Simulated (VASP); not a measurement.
# BN in VASP: notebook, part 2 of 2

VASP 6.6.1. The steps go on from the part before.

### Step 3. Single point, LDA

File INCAR:

```
PREC = Accurate
ENCUT = 460
EDIFF = 1E-7
ISMEAR = 0
SIGMA = 0.2
LREAL = False
LASPH = True
NELM = 100
ALGO = Normal
ISIF = 2
LWAVE = False
LCHARG = False
NBANDS = 26
ADDGRID = False
```

File KPOINTS:

```
Automatic mesh
0
Gamma
  2 4 3
```

File POSCAR:

```
BN
1.0
    4.8800890000      0.0000000000      0.0000000000
    0.0000000000      2.5914640000      0.0000000000
    0.0000000000      0.0000000000      4.2920490000
N B
4 4
Direct
    0.3126810000      0.7789050000      0.1007580000
    0.6862050000      0.2199960000      0.9104900000
    0.1885540000      0.2516410000      0.5901280000
    0.8143530000      0.7609560000      0.4059790000
    0.3484130000      0.2497860000      0.9057480000
    0.1724810000      0.7260260000      0.4021060000
    0.8489350000      0.2255820000      0.5905950000
    0.6397780000      0.7695720000      0.0911510000
```

Potentials or basis: VASP PAW LDA potentials, release 64 (N, B).

Command:

```bash
$ cat potpaw_LDA.64/N/POTCAR potpaw_LDA.64/B/POTCAR > POTCAR
$ mpirun -np 1 vasp_std > vasp.out
```

OUTCAR:

```text
PREC = Accurate
   ENCUT = 460
   EDIFF = 1E-7
   ISMEAR = 0
   LREAL = False
   LASPH = True
   NELM = 100
   ISIF = 2

 Found     14 irreducible k-points:

 Following reciprocal coordinates:
            Coordinates               Weight
  0.000000  0.000000  0.000000      1.000000
  0.500000  0.000000  0.000000      1.000000
  0.000000  0.250000  0.000000      2.000000
  0.500000  0.250000  0.000000      2.000000
  0.000000  0.500000  0.000000      1.000000
  0.500000  0.500000  0.000000      1.000000
   k-points           NKPTS =     14   k-points in BZ     NKDIM =     14   number of bands    NBANDS=     26
   number of dos      NEDOS =    301   number of ions     NIONS =      8
   total plane-waves  NPLWV =  19440
   dimension x,y,z NGX =    36 NGY =   18 NGZ =   30
   dimension x,y,z NGXF=    72 NGYF=   36 NGZF=   60
   ions per type =               4   4
   NGX,Y,Z   is equivalent  to a cutoff of  12.26, 11.55, 11.62 a.u.
   NGXF,Y,Z  is equivalent  to a cutoff of  24.53, 23.09, 23.24 a.u.
 SYSTEM =  unknown system
   PREC   = accura    normal or accurate (medium, high low for compatibility)
[... 64 lines left out ...]

 k-point     1 :       0.0000    0.0000    0.0000
  band No.  band energies     occupation
      1     -14.0517      2.00000
      2     -11.4304      2.00000
      3     -10.4044      2.00000
      4      -8.3407      2.00000
      5      -3.2190      2.00000
      6      -2.8634      2.00000
[... 163 lines left out ...]
     25      18.5185      0.00000
     26      18.7387      0.00000

 [... further k-points ...]

------------------------ aborting loop because EDIFF is reached ----------------------------------------

  FORCE on cell =-STRESS in cart. coord.  units (eV):
  Direction    XX          YY          ZZ          XY          YZ          ZX
  --------------------------------------------------------------------------------------
  -------------------------------------------------------------------------------------
  Total       -5.1548389     -0.8583382     -2.2539434      1.2584940     -2.0275657     -0.7050448
  in kB     -152.1556513    -25.3356133    -66.5297648     37.1470347    -59.8477628    -20.8108443
  external PRESSURE =     -81.3403431 kB  Pullay stress =       0.0000000 kB

 VOLUME and BASIS-vectors are now :
 -----------------------------------------------------------------------------
  energy-cutoff  :      460.00
  volume of cell :       54.28
      direct lattice vectors                 reciprocal lattice vectors
     4.880089000  0.000000000  0.000000000     0.204914296  0.000000000  0.000000000
     0.000000000  2.591464000  0.000000000     0.000000000  0.385882266  0.000000000
     0.000000000  0.000000000  4.292049000     0.000000000  0.000000000  0.232988952

 POSITION                                       TOTAL-FORCE (eV/Angst)
 -----------------------------------------------------------------------------------
      1.52591      2.01850      0.43246         0.697635     -2.349564     -0.636623
      3.34874      0.57011      3.90787        -0.432205      3.498172     -2.423463
      0.92016      0.65212      2.53286         0.499351     -1.346843      1.817707
      3.97412      1.97199      1.74248        -0.173907     -2.448114     -1.417759
      1.70029      0.64731      3.88751        -0.859514      1.306247     -1.226795
      0.84172      1.88147      1.72586        -1.373374      2.175490      0.047058
      4.14288      0.58459      2.53486        -0.690400      2.118475      1.264534
      3.12217      1.99432      0.39122         2.332412     -2.953863      2.575340
 -----------------------------------------------------------------------------------
    total drift:                                0.000092     -0.000132      0.000010

  FREE ENERGIE OF THE ION-ELECTRON SYSTEM (eV)
  ---------------------------------------------------
  free  energy   TOTEN  =       -74.8179829835 eV

  energy  without entropy=      -74.8179829835  energy(sigma->0) =      -74.81798298
```

stdout:

```text
POSCAR found type information on POSCAR N B
 POSCAR found :  2 types and       8 ions
 scaLAPACK will be used
 LDA part: xc-table for (Slater(with rela. corr.)+CA(PZ))
 , standard interpolation
 POSCAR, INCAR and KPOINTS ok, starting setup
 FFT: planning ... GRIDC
 FFT: planning ... GRID_SOFT
 FFT: planning ... GRID
 WAVECAR not read
 entering main loop
```

Wall time 13 s (1 thread of Intel Xeon Platinum 8259CL at 2.50GHz (Skylake/Cascade Lake), shared host); peak memory 0.13 GiB.

These settings aren't checked as converged: the numbers below hold their error.

What came out:

```
Free energy            : -74.8180 eV
Pressure               : -8.1 GPa
Largest force          : 4.560 eV/Å
Band gap on the k mesh : 5.36 eV, indirect (least direct gap 5.78 eV)
```

Caveat: the k mesh is coarse (spacing up to 0.64 Å⁻¹), so the values aren't converged; the cutoff is under 1.25 times the usual one of these potentials, so pressure, stress and relaxed cells hold a basis-set (Pulay) error; an odd mesh through Γ misses points on the zone boundary, where band edges often lie.

### Step 4. Single point, LDA

Changes to INCAR since step 3:

```diff
@@ -4,3 +4,3 @@
 ISMEAR = 0
-SIGMA = 0.2
+SIGMA = 0.01
 LREAL = False
```

KPOINTS is that of step 3.

POSCAR is that of step 3.

Command:

```bash
$ cat potpaw_LDA.64/N/POTCAR potpaw_LDA.64/B/POTCAR > POTCAR
$ mpirun -np 1 vasp_std > vasp.out
```

Wall time 12 s (1 thread of Intel Xeon Platinum 8259CL at 2.50GHz (Skylake/Cascade Lake), shared host); peak memory 0.13 GiB.

These settings aren't checked as converged: the numbers below hold their error.

What came out:

| Property | Result |
| --- | --- |
| Free energy | -74.8180 eV |
| Pressure | -8.1 GPa |
| Largest force | 4.560 eV/Å |
| Band gap on the k mesh | 5.36 eV, indirect (least direct gap 5.78 eV) |

Caveat: the k mesh is coarse (spacing up to 0.64 Å⁻¹), so the values aren't converged; the cutoff is under 1.25 times the usual one of these potentials, so pressure, stress and relaxed cells hold a basis-set (Pulay) error; an odd mesh through Γ misses points on the zone boundary, where band edges often lie.

### Step 5. Single point, LDA

Changes to INCAR since step 4:

```diff
@@ -1,2 +1,2 @@
-PREC = Accurate
+PREC = Normal
 ENCUT = 460
@@ -4,3 +4,3 @@
 ISMEAR = 0
-SIGMA = 0.01
+SIGMA = 0.05
 LREAL = False
```

KPOINTS is that of step 4.

POSCAR is that of step 4.

Command:

```bash
$ cat potpaw_LDA.64/N/POTCAR potpaw_LDA.64/B/POTCAR > POTCAR
$ mpirun -np 1 vasp_std > vasp.out
```

Run time: 8.2 s. Hardware: 1 thread of Intel Xeon Platinum 8259CL at 2.50GHz (Skylake/Cascade Lake), shared host; peak memory 0.12 GiB.

The run converged, but some of its settings lie outside the range that counts as converged, so its numbers aren't taken as properties of the crystal.

What came out:

- Free energy: -74.8185 eV
- Pressure: -8.1 GPa
- Largest force: 4.560 eV/Å
- Band gap on the k mesh: 5.36 eV, indirect (least direct gap 5.78 eV)

Caveat: the k mesh is coarse (spacing up to 0.64 Å⁻¹), so the values aren't converged; the cutoff is under 1.25 times the usual one of these potentials, so pressure, stress and relaxed cells hold a basis-set (Pulay) error; an odd mesh through Γ misses points on the zone boundary, where band edges often lie.

### Step 6. Single point, LDA

Changes to INCAR since step 5:

```diff
@@ -1,4 +1,4 @@
-PREC = Normal
+PREC = Accurate
 ENCUT = 460
-EDIFF = 1E-7
+EDIFF = 0.01
 ISMEAR = 0
```

KPOINTS is that of step 5.

POSCAR is that of step 5.

Potentials or basis: VASP PAW LDA potentials, release 64 (N, B).

Command:

```bash
$ cat potpaw_LDA.64/N/POTCAR potpaw_LDA.64/B/POTCAR > POTCAR
$ mpirun -np 1 vasp_std > vasp.out
```

It took 7.9 s on 1 thread of Intel Xeon Platinum 8259CL at 2.50GHz (Skylake/Cascade Lake), shared host; peak memory 0.13 GiB.

These settings aren't checked as converged: the numbers below hold their error.

Results:

```
Free energy            : -74.8179 eV
Pressure               : -8.3 GPa
Largest force          : 4.567 eV/Å
Band gap on the k mesh : 5.35 eV, indirect (least direct gap 5.77 eV)
```

Caveat: the k mesh is coarse (spacing up to 0.64 Å⁻¹), so the values aren't converged; the cutoff is under 1.25 times the usual one of these potentials, so pressure, stress and relaxed cells hold a basis-set (Pulay) error; an odd mesh through Γ misses points on the zone boundary, where band edges often lie.

### Step 7. For comparison

An earlier run on the cell as given: functional PBE; potentials or basis VASP PAW PBE potentials, release 64 (N, B); cutoff 520 eV; k mesh 6 × 10 × 6; occupations fermi-dirac, width 0.05 eV; no spin polarisation.

* Pressure: 0.0 GPa
* Largest force: 0.068 eV/Å
* Band gap on the k mesh: 5.67 eV, indirect (least direct gap 6.26 eV)
